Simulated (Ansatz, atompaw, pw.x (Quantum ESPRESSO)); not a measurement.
From atom to crystal: PAW (atompaw) potential for Mg

```json
{"Element": "Mg (Z = 12)", "Generator": "atompaw 4.2.0.5", "Type": "PAW", "Functional": "PBE", "Relativity": "scalar-relativistic", "Frozen core": "[Ne]", "Valence charge": "2", "Reference configuration": "3s2 3p0", "Partial waves": "3s (bound): rc 3.00 bohr; 3s channel at 5.69 Ry: rc 2.10 bohr; 3p (bound, empty): rc 3.00 bohr; 3p channel at 0.6 Ry: rc 3.00 bohr", "Local potential": "bessel scheme, radius 2.20 bohr", "Core correction": "smooth core density matched at 2.85 bohr", "Augmentation charge": "besselshape compensation charge, radius 2.90 bohr; PAW radius 3.00 bohr; waves and projectors: custom polynom vanderbiltortho"}
```

Crystal test: fcc Mg in pw.x 7.5, no spin, 13³ k-points, Fermi–Dirac smearing 0.01 Ry, cutoffs 40/400 Ry. The reference is all-electron LAPW (Ansatz 0.2.0) with the same functional, mesh and smearing; V0 and B0 come from Birch–Murnaghan fits to the pressures at five volumes. Errors are pseudo minus all-electron; Δ is the rms difference of the E(V) curves that follow from these fits, minima aligned, over ±6 % about the mean V0. Mesh and smearing are coarse, so the numbers serve the comparison and aren't converged zero-temperature values; the lattice is a test structure that the element need not adopt.

All-electron: a0 = 4.524 Å (V0 = 23.15 Å³/atom), B0 = 35.0 GPa.

Problem. How far does the potential miss the all-electron equation of state?

Solution. mean pressure error (GPa): +1.11; a0 (Å): 4.571; a0 error (%): +1.02; B0 error (%): -2.4; Δ (meV/atom): 5.4. This is a poor potential for the solid.

| V (Å³/atom) | P all-electron (GPa) | P pseudo (GPa) |
| --- | --- | --- |
| 22.038 | 1.91 | 3.21 |
| 22.618 | 0.86 | 2.06 |
| 23.198 | -0.07 | 1.04 |
| 23.778 | -0.88 | 0.14 |
| 24.358 | -1.60 | -0.66 |

Problem. At the middle volume, how do free energy and pressure move when the wave cutoff is lowered (ecutrho held at 400 Ry)?

Solution.

| cutoff (Ry) | shift of F (meV/atom) | shift of P (GPa) |
| --- | --- | --- |
| 18 | +0.0 | +0.00 |
| 24 | +0.0 | +0.00 |
| 32 | +0.0 | +0.00 |

Input at the middle volume:

```
&control
  calculation='scf', prefix='x', pseudo_dir='./', outdir='./tmp', tstress=.true., disk_io='none'
/
&system
  ibrav=0, nat=1, ntyp=1, ecutwfc=40, ecutrho=400, nbnd=8,
  occupations='smearing', smearing='fd', degauss=0.01
/
&electrons
  conv_thr=1e-09, mixing_beta=0.4, electron_maxstep=70
/
ATOMIC_SPECIES
Mg 1.0 Mg.UPF
CELL_PARAMETERS angstrom
  0.00000000 2.26363734 2.26363734
  2.26363734 0.00000000 2.26363734
  2.26363734 2.26363734 0.00000000
ATOMIC_POSITIONS crystal
Mg 0.0000 0.0000 0.0000
K_POINTS automatic
13 13 13 0 0 0
```

```bash
pw.x < Mg.scf.in > Mg.scf.out
```

Lines of the output:

```
Message from routine setup:
     using ibrav=0 with symmetry is DISCOURAGED, use correct ibrav instead
     lattice parameter (alat)  =       6.0495  a.u.
     unit-cell volume          =     156.5479 (a.u.)^3
     number of electrons       =         2.00
     number of Kohn-Sham states=            8
     kinetic-energy cutoff     =      40.0000  Ry
     charge density cutoff     =     400.0000  Ry
     scf convergence threshold =      1.0E-09
     Exchange-correlation= SLA PW PBX PBC
     number of k points=    84  Fermi-Dirac smearing, width (Ry)=  0.0100
     iteration #  1     ecut=    40.00 Ry     beta= 0.40
     total energy              =     -33.61102002 Ry
     estimated scf accuracy    <       0.00396859 Ry
     iteration #  2     ecut=    40.00 Ry     beta= 0.40
     total energy              =     -33.61123501 Ry
     estimated scf accuracy    <       0.00140904 Ry
     iteration #  3     ecut=    40.00 Ry     beta= 0.40
     total energy              =     -33.61128026 Ry
     estimated scf accuracy    <       0.00000135 Ry
     iteration #  4     ecut=    40.00 Ry     beta= 0.40
     total energy              =     -33.61128063 Ry
     estimated scf accuracy    <       0.00000024 Ry
     iteration #  5     ecut=    40.00 Ry     beta= 0.40
     the Fermi energy is     3.6160 ev
!    total energy              =     -33.61128067 Ry
     estimated scf accuracy    <          6.5E-10 Ry
     smearing contrib. (-TS)   =      -0.00197723 Ry
     The total energy is F=E-TS. E is the sum of the following terms:
     one-electron contribution =       1.42339104 Ry
     hartree contribution      =       0.00338657 Ry
     xc contribution           =      -0.88290113 Ry
     ewald contribution        =      -2.14363360 Ry
     one-center paw contrib.   =     -32.00954632 Ry
     convergence has been achieved in   5 iterations
          total   stress  (Ry/bohr**3)                   (kbar)     P=       10.38
     Message from routine punch:
     Nothing written, as per user request (disk_io='none')
```

The run at the middle volume (84 k-points, 5 iterations) took about 3.1 s on one core of a shared host (Intel(R) Xeon(R) 6975P-C, 192 threads, 756 GiB, load 68).
